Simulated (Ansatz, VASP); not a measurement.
Two plane-wave programs on ZnS

The input POSCAR:

```
ZnS
1.0
    0.0000000000      2.7473787879      2.7473787879
    2.7473787879      0.0000000000      2.7473787879
    2.7473787879      2.7473787879      0.0000000000
Zn S
1 1
Direct
    0.2500000000      0.2500000000      0.2500000000
    0.0000000000      0.0000000000      0.0000000000
```

The input INCAR.step1:

```
PREC = Accurate ; ENCUT = 520
ISMEAR = 0 ; SIGMA = 0.02
LREAL = False ; LASPH = True
NELM = 80 ; NBANDS = 16
GGA = PE ; ALGO = Normal
EDIFF = 1E-4 ; LWAVE = True
LCHARG = False
```

The input INCAR.step2:

```
PREC = Accurate ; ENCUT = 520
EDIFF = 1E-6 ; ISMEAR = 0
SIGMA = 0.02 ; LREAL = False
LASPH = True ; NELM = 80
ALGO = Normal ; ISIF = 2
LWAVE = False ; LCHARG = False
METAGGA = R2SCAN ; LMIXTAU = True
NBANDS = 16 ; ISTART = 1
```

Contents of KPOINTS:

```
Automatic mesh
0
Gamma
  8 8 8
```

Input for Ansatz:

```yaml
crystal:
  lattice:
    - [0.0, 2.7473787877, 2.7473787877]
    - [2.7473787877, 0.0, 2.7473787877]
    - [2.7473787877, 2.7473787877, 0.0]
  atoms:
    - { symbol: Zn, position: [0.25, 0.25, 0.25] }
    - { symbol: S, position: [0.0, 0.0, 0.0] }
basis:
  ecutwfc: 500
kpoints:
  mp_grid: { grid: [8, 8, 8] }
hamiltonian:
  xc: r2scan
scf:
  occupations: { method: gaussian, width: 0.02 }
output:
  forces: true
  stress: true
  eigenvalues: true
```

Alike in both runs: task single point; functional r2SCAN; k mesh 8 × 8 × 8; occupations gaussian, width 0.02 eV; no spin polarisation.

|  | VASP | Ansatz |
| --- | --- | --- |
| version | VASP 6.6.1 | Ansatz 0.2.0 |
| potentials or method | VASP PAW PBE potentials, release 64 (Zn, S) | scalar-relativistic, plane waves, PAW |
| plane-wave cutoff (eV) | 520 | 500 |
| valence electrons in the cell | 18 | 18 |

```csv
,VASP,Ansatz,Ansatz less VASP
gap on the k mesh at the Fermi level (eV),2.44,2.44,-0.006
least direct gap on the mesh (eV),2.44,2.44,-0.006
pressure (GPa),-4.0,-4.0,-0.03
```

Caveats: the PAW data sets were made with another functional, which shifts forces and pressure a little (VASP). r2SCAN opens gaps a little over a GGA but as a rule still falls short of measured ones.
